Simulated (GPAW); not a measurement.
The system is CdSe (Cadmoselite).

```
CELL_PARAMETERS angstrom
4.30000 0.00000 0.00000
-2.15000 3.72391 0.00000
0.00000 0.00000 7.02000
ATOMIC_POSITIONS crystal
Cd 0.66667 0.33333 0.50000
Cd 0.33333 0.66667 0.00000
Se 0.66667 0.33333 0.88500
Se 0.33333 0.66667 0.38500
```

- Program: GPAW 26.7.0
- Task: relaxation of cell and atoms
- Functional: OLYP
- Dispersion: D3(BJ)
- Potentials or basis: PAW data sets generated in the run's folder for this functional
- Cutoff: 600 eV
- Basis: pw
- k mesh: 5 × 5 × 3
- Occupations: fermi-dirac, width 0.05 eV
- Spin: no spin polarisation

At the start: pressure -1.6 GPa; volume 28.10 Å³/atom.

How do energy, volume and symmetry change on relaxing?

Over 7 steps the energy falls by 10.1 meV/atom and the volume is 27.11 Å³/atom (-3.5 %); space group P6_3mc (No. 186, to 0.05 Å).

Step by step:
| step | energy change (eV) | largest force (eV/Å) | pressure (GPa) | volume (Å³) |
| --- | --- | --- | --- | --- |
| 1 | 0.0000 | 0.2715 | -1.62 | 112.41 |
| 2 | -0.0085 | 0.2381 | -1.51 | 112.07 |
| 3 | -0.0354 | 0.1501 | -0.27 | 109.07 |
| 4 | -0.0381 | 0.0301 | -0.55 | 109.63 |
| 5 | -0.0387 | 0.0310 | -0.47 | 109.45 |
| 6 | -0.0404 | 0.0015 | 0.02 | 108.42 |
| 7 | -0.0404 | 0.0050 | 0.01 | 108.43 |

Final structure:
```cif
data_structure
_symmetry_space_group_name_H-M 'P 1'
_symmetry_Int_Tables_number 1
_cell_length_a 4.2590
_cell_length_b 4.2590
_cell_length_c 6.9026
_cell_angle_alpha 90.000
_cell_angle_beta 90.000
_cell_angle_gamma 120.000
_cell_volume 108.43
loop_
_atom_site_label
_atom_site_type_symbol
_atom_site_fract_x
_atom_site_fract_y
_atom_site_fract_z
_atom_site_occupancy
Cd1 Cd 0.66667 0.33333 0.50379 1
Cd2 Cd 0.33333 0.66667 0.00379 1
Se1 Se 0.66667 0.33333 0.88121 1
Se2 Se 0.33333 0.66667 0.38121 1
```

Caveat: later steps reuse the first step's grids.
